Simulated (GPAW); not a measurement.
# Mo (Im-3m) in GPAW: notebook, part 2 of 2

GPAW 26.7.0. Earlier steps stand in the parts before.

## Step 4: Single point, PBE

run.py

```python
from ase.dft.bandgap import bandgap
from ase.io import read, write
from ase.units import GPa
from gpaw import GPAW, PW

atoms = read('POSCAR')

calc = GPAW(mode=PW(600),
            xc='PBE',
            kpts={'size': (12, 12, 12), 'gamma': True},
            occupations={'name': 'methfessel-paxton', 'order': 0, 'width': 0.024},
            nbands=16,
            convergence={'density': 1e-05, 'energy': 1e-05},
            maxiter=150,
            txt='gpaw.txt')
atoms.calc = calc
energy = atoms.get_potential_energy()
forces = atoms.get_forces()
stress = atoms.get_stress()
calc.write('gs.gpw')
write('result.traj', atoms)
print(f'Energy: {energy:.6f} eV')
print('Forces (eV/A):')
print(forces.round(4))
print('Stress (GPa):', (stress / GPa).round(3))
print('Fermi level:', round(calc.get_fermi_level(), 4), 'eV')
print(f'Gap: {bandgap(calc)[0]:.4f} eV, direct: {bandgap(calc, direct=True)[0]:.4f} eV')
```

POSCAR

```
Mo
1.0
   -1.5838089719      1.5838089719      1.5838089719
    1.5838089719     -1.5838089719      1.5838089719
    1.5838089719      1.5838089719     -1.5838089719
Mo
1
Direct
    0.0000000000      0.0000000000      0.0000000000
```

Potentials or basis: GPAW PAW data sets (gpaw-data 1.2.1), pw.

Launch:

```bash
OMP_NUM_THREADS=1 python run.py
```

gpaw.txt:

```text
__  _  _
 | _ |_)|_||  |
 |__||  | ||/\| - 26.7.0

Input parameters:
  mode=PW(ecut=600.0),
  convergence={'density': 1e-05, 'energy': 1e-05},
  kpts=MonkhorstPack(size=(12, 12, 12), gamma=True),
  maxiter=150,
  nbands=16,
  occupations=Occupations(name='methfessel-paxton', order=0, width=0.024),
  xc=XC(name='PBE')

Diagonalizing LCAO Hamiltonian
Converting LCAO to pw mode

       Mo

Atoms  # Å, Bohr magnetons
|   | symbol |        x |        y |        z |    initial magnetic moments |
|---|--------|----------|----------|----------|-----------------------------|
| 0 |     Mo | 0.000000 | 0.000000 | 0.000000 | ( 0.0000,  0.0000,  0.0000) |

Unit cell  # Å
| periodic |         x |         y |         z |  lengths |     angles |
|----------|-----------|-----------|-----------|----------|------------|
|      yes | -1.583809 |  1.583809 |  1.583809 | 2.743238 | 109.471221 |
|      yes |  1.583809 | -1.583809 |  1.583809 | 2.743238 | 109.471221 |
|      yes |  1.583809 |  1.583809 | -1.583809 | 2.743238 | 109.471221 |

Number of symmetries: 48
[... 169 lines left out ...]
|iter:   7| |  -11.276217c| -6.87 | -3.92 |
|iter:   8| |  -11.276217c| -8.16c| -5.22c|

Converged in 8 steps
Energy contributions relative to reference atoms: (reference = -110134.072632)

Energy contributions:
  Kinetic:         -13.624195
  Coulomb:           7.841641
  Zero:             -0.255469
  External:          0.000000
  Xc:               -5.238125
  Entropy:          -0.000140
  Spinorbit:         0.000000
  ----------------------------
  Free energy:     -11.276287
  Extrapolated:    -11.276217

dipole moment: (-5.926766, -5.926766, -5.926766)  # |e|*Ang

Fermi level: 13.184
Eigenvalues  # (at kpt = [-0.000, -0.000, -0.000])
| band index |      eig [eV] | occ [0-2] |
|------------|---------------|-----------|
|          0 |       -48.077 |     2.000 |
|          1 |       -21.423 |     2.000 |
|          2 |       -21.423 |     2.000 |
|          3 |       -21.423 |     2.000 |
|          4 |         6.132 |     2.000 |
|          5 |        11.937 |     2.000 |
[... 8 lines left out ...]
|         14 |        39.163 |     0.000 |
|         15 |        42.849 |     0.000 |

No gap
No difference between direct/indirect transitions

Forces  # eV/Ang
|        x |        y |        z |
|----------|----------|----------|
| -0.00000 | -0.00000 | -0.00000 |  # Mo   0

Stress tensor  # eV/Ang^3
|         x |         y |         z |
|-----------|-----------|-----------|
|  0.014269 |  0.000000 | -0.000000 |
|  0.000000 |  0.014269 | -0.000000 |
| -0.000000 | -0.000000 |  0.014269 |

# Writing to gs.gpw (mode='')
```

stdout:

```text
Energy: -11.276217 eV
Forces (eV/A):
[[-0. -0. -0.]]
Stress (GPa): [ 2.286  2.286  2.286 -0.    -0.     0.   ]
Fermi level: 13.1836 eV
Gap: 0.0000 eV, direct: 0.0000 eV
```

It took 7.6 s on 1 thread of Intel Xeon Platinum 8488C (Sapphire Rapids), shared host; peak memory 0.14 GiB.

What came out:

- Free energy: -11.2763 eV
- Pressure: -2.3 GPa
- Band gap on the k mesh: none (metal or under the smearing width)

## Step 5: Single point, PBE

run.py: that of step 4 with these lines changed.

```diff
@@ -2,4 +2,5 @@
 from ase.io import read, write
-from ase.units import GPa
+from ase.units import Bohr, GPa
 from gpaw import GPAW, PW
+from gpaw.elf import elf_from_dft_calculation
 
@@ -10,3 +11,3 @@
             kpts={'size': (12, 12, 12), 'gamma': True},
-            occupations={'name': 'methfessel-paxton', 'order': 0, 'width': 0.024},
+            occupations={'name': 'methfessel-paxton', 'order': 0, 'width': 0.025},
             nbands=16,
@@ -27 +28,6 @@
 print(f'Gap: {bandgap(calc)[0]:.4f} eV, direct: {bandgap(calc, direct=True)[0]:.4f} eV')
+
+# fields on the real-space grid
+write('density.cube', atoms, data=calc.get_pseudo_density() * Bohr**3)
+write('potential.cube', atoms, data=calc.get_electrostatic_potential())
+write('elf.cube', atoms, data=elf_from_dft_calculation(calc).data)
```

POSCAR is that of step 4.

Potentials or basis: GPAW PAW data sets (gpaw-data 1.2.1), pw.

Launch:

```bash
OMP_NUM_THREADS=1 python run.py
```

gpaw.txt:

```text
__  _  _
 | _ |_)|_||  |
 |__||  | ||/\| - 26.7.0

Input parameters:
  mode=PW(ecut=600.0),
  convergence={'density': 1e-05, 'energy': 1e-05},
  kpts=MonkhorstPack(size=(12, 12, 12), gamma=True),
  maxiter=150,
  nbands=16,
  occupations=Occupations(name='methfessel-paxton', order=0, width=0.025),
  xc=XC(name='PBE')

Diagonalizing LCAO Hamiltonian
Converting LCAO to pw mode

       Mo

Atoms  # Å, Bohr magnetons
|   | symbol |        x |        y |        z |    initial magnetic moments |
|---|--------|----------|----------|----------|-----------------------------|
| 0 |     Mo | 0.000000 | 0.000000 | 0.000000 | ( 0.0000,  0.0000,  0.0000) |

Unit cell  # Å
| periodic |         x |         y |         z |  lengths |     angles |
|----------|-----------|-----------|-----------|----------|------------|
|      yes | -1.583809 |  1.583809 |  1.583809 | 2.743238 | 109.471221 |
|      yes |  1.583809 | -1.583809 |  1.583809 | 2.743238 | 109.471221 |
|      yes |  1.583809 |  1.583809 | -1.583809 | 2.743238 | 109.471221 |

Number of symmetries: 48
Symmetry operations  # r_c * U_cc + t_c -> r_c
|    | kind |            matrix            |
|----|------|------------------------------|
|  0 |  σ   |  1, 1, 1,  0, 0,-1,  0,-1, 0 |
|  1 |  C4  |  1, 1, 1,  0, 0,-1, -1, 0, 0 |
|  2 |  C2  |  1, 1, 1,  0,-1, 0,  0, 0,-1 |
|  3 |  S6  |  1, 1, 1,  0,-1, 0, -1, 0, 0 |
|  4 |  S6  |  1, 1, 1, -1, 0, 0,  0, 0,-1 |
|  5 |  C4  |  1, 1, 1, -1, 0, 0,  0,-1, 0 |
|  6 |  E   |  1, 0, 0,  0, 1, 0,  0, 0, 1 |
|  7 |  σ   |  1, 0, 0,  0, 1, 0, -1,-1,-1 |
|  8 |  σ   |  1, 0, 0,  0, 0, 1,  0, 1, 0 |
|  9 |  C3  |  1, 0, 0,  0, 0, 1, -1,-1,-1 |
| 10 |  C3  |  1, 0, 0, -1,-1,-1,  0, 1, 0 |
| 11 |  σ   |  1, 0, 0, -1,-1,-1,  0, 0, 1 |
| 12 |  σ   |  0, 1, 0,  1, 0, 0,  0, 0, 1 |
| 13 |  C2  |  0, 1, 0,  1, 0, 0, -1,-1,-1 |
| 14 |  C3  |  0, 1, 0,  0, 0, 1,  1, 0, 0 |
| 15 |  S4  |  0, 1, 0,  0, 0, 1, -1,-1,-1 |
| 16 |  S4  |  0, 1, 0, -1,-1,-1,  1, 0, 0 |
| 17 |  C3  |  0, 1, 0, -1,-1,-1,  0, 0, 1 |
| 18 |  C3  |  0, 0, 1,  1, 0, 0,  0, 1, 0 |
| 19 |  S4  |  0, 0, 1,  1, 0, 0, -1,-1,-1 |
| 20 |  σ   |  0, 0, 1,  0, 1, 0,  1, 0, 0 |
| 21 |  C3  |  0, 0, 1,  0, 1, 0, -1,-1,-1 |
| 22 |  C2  |  0, 0, 1, -1,-1,-1,  1, 0, 0 |
| 23 |  S4  |  0, 0, 1, -1,-1,-1,  0, 1, 0 |
| 24 |  C4  |  0, 0,-1,  1, 1, 1,  0,-1, 0 |
| 25 |  σ   |  0, 0,-1,  1, 1, 1, -1, 0, 0 |
| 26 |  S6  |  0, 0,-1,  0,-1, 0,  1, 1, 1 |
| 27 |  C2  |  0, 0,-1,  0,-1, 0, -1, 0, 0 |
| 28 |  C4  |  0, 0,-1, -1, 0, 0,  1, 1, 1 |
| 29 |  S6  |  0, 0,-1, -1, 0, 0,  0,-1, 0 |
| 30 |  S6  |  0,-1, 0,  1, 1, 1,  0, 0,-1 |
| 31 |  C4  |  0,-1, 0,  1, 1, 1, -1, 0, 0 |
| 32 |  C4  |  0,-1, 0,  0, 0,-1,  1, 1, 1 |
| 33 |  S6  |  0,-1, 0,  0, 0,-1, -1, 0, 0 |
| 34 |  σ   |  0,-1, 0, -1, 0, 0,  1, 1, 1 |
[... 75 lines left out ...]
    | kind |    occ | energy [eV] | rcut [Å] |
    |------|--------|-------------|----------|
    |   4s |  2.000 |     -64.307 |    1.238 |
    |   5s |  1.000 |      -4.084 |    1.238 |
    |   4p |  6.000 |     -38.491 |    1.296 |
    |   5p |  0.000 |      -1.044 |    1.296 |
    |   4d |  5.000 |      -3.754 |    1.296 |
    |    d |        |      23.458 |    1.296 |

    Using partial waves for Mo as LCAO basis

Reference energy: -110134.072632  # eV

eigensolver:
  PPCG
  Converge bands: occupied
  niter=2

density mixing:
  MSR1-Mixer
  Pratt-step length: 0.05
  Maximum mixing coefficient: 0.75
  Old densities: 10
  SVD Regularization: 0.005
  Good broyden scale: 1.0
  Trust region scale: 1.0
  Backstep threshold: 4.0
  History deletion threshold: 6.0
  Fourier metric: weight=20.0, sigma=0.015

occupation numbers:
  Methfessel-Paxton:
    width: 0.0250  # eV
    order: 0

poisson solver:
  ecut: 4800.0  # eV

xc functional:
  name: PBE with 2 nearest neighbor stencil

convergence criteria:
- Maximum integral of absolute [dens]ity change: 1e-05 electrons / valence electron
- Maximum [total energy] change in last 3 cyles: 1e-05 eV / valence electron
- Maximum integral of absolute [eigenst]ate change: 4e-08 eV^2 / valence electron
maximum number of iterations: 150

SCF iterations
|iter     | |      energy | eigst |  dens |
|---------|-|-------------|-------|-------|
|iter:   1| |  -12.166694 | +0.30 |       |
|iter:   2| |  -12.003165 | -2.23 | -0.99 |
|iter:   3| |  -11.278890 | -1.46 | -1.03 |
|iter:   4| |  -11.275336 | -2.93 | -1.81 |
|iter:   5| |  -11.276212 | -4.01 | -2.16 |
|iter:   6| |  -11.276218 | -5.82 | -3.44 |
|iter:   7| |  -11.276219c| -6.87 | -3.92 |
|iter:   8| |  -11.276219c| -8.17c| -5.22c|

Converged in 8 steps
Energy contributions relative to reference atoms: (reference = -110134.072632)

Energy contributions:
  Kinetic:         -13.623640
  Coulomb:           7.840996
  Zero:             -0.255462
  External:          0.000000
  Xc:               -5.238039
  Entropy:          -0.000148
  Spinorbit:         0.000000
  ----------------------------
  Free energy:     -11.276293
  Extrapolated:    -11.276219

dipole moment: (-5.926770, -5.926770, -5.926770)  # |e|*Ang

Fermi level: 13.184
Eigenvalues  # (at kpt = [-0.000, -0.000, -0.000])
| band index |      eig [eV] | occ [0-2] |
|------------|---------------|-----------|
|          0 |       -48.077 |     2.000 |
|          1 |       -21.423 |     2.000 |
|          2 |       -21.423 |     2.000 |
|          3 |       -21.423 |     2.000 |
|          4 |         6.132 |     2.000 |
|          5 |        11.937 |     2.000 |
[... 8 lines left out ...]
|         14 |        39.163 |     0.000 |
|         15 |        42.849 |     0.000 |

No gap
No difference between direct/indirect transitions

Forces  # eV/Ang
|        x |        y |        z |
|----------|----------|----------|
| -0.00000 | -0.00000 | -0.00000 |  # Mo   0

Stress tensor  # eV/Ang^3
|         x |         y |        z |
|-----------|-----------|----------|
|  0.014258 | -0.000000 | 0.000000 |
| -0.000000 |  0.014258 | 0.000000 |
|  0.000000 |  0.000000 | 0.014258 |

# Writing to gs.gpw (mode='')
```

stdout:

```text
Energy: -11.276219 eV
Forces (eV/A):
[[-0. -0. -0.]]
Stress (GPa): [ 2.284  2.284  2.284  0.     0.    -0.   ]
Fermi level: 13.1841 eV
Gap: 0.0000 eV, direct: 0.0000 eV
```

Run time: 7.8 s. Hardware: 1 thread of Intel Xeon Platinum 8488C (Sapphire Rapids), shared host; peak memory 0.14 GiB.

What came out:

* Free energy: -11.2763 eV
* Pressure: -2.3 GPa
* Band gap on the k mesh: none (metal or under the smearing width)

Levels at points of the mesh, in eV from the Fermi level:
```tsv
k point	band 5	band 6	band 7	band 8	band 9	band 10
(0.00, 0.00, 0.00)	-7.05	-1.25	-1.25	-1.25	1.66	1.66
(0.50, 0.50, 0.00)	-5.09	-3.21	1.62	1.69	2.28	4.64
(0.50, 0.50, 0.50)	-5.18	-5.18	3.91	3.91	3.91	9.05
```

## Step 6: Overview

| smearing | gap on the mesh (eV) | pressure (GPa) |
| --- | --- | --- |
| gaussian 0.022 eV | none | -2.3 |
| gaussian 0.023 eV | none | -2.3 |
| gaussian 0.024 eV | none | -2.3 |
| gaussian 0.025 eV | none | -2.3 |

Alike in all rows: task single point; level PBE; potentials or basis GPAW PAW data sets (gpaw-data 1.2.1), pw; no spin polarisation; cell as given; k mesh 12 × 12 × 12; cutoff (eV) 600.

Every run on the cell as given and a fine mesh finds a metal.

Total energies depend on the potentials used, so only differences within one code and one set of settings carry meaning.
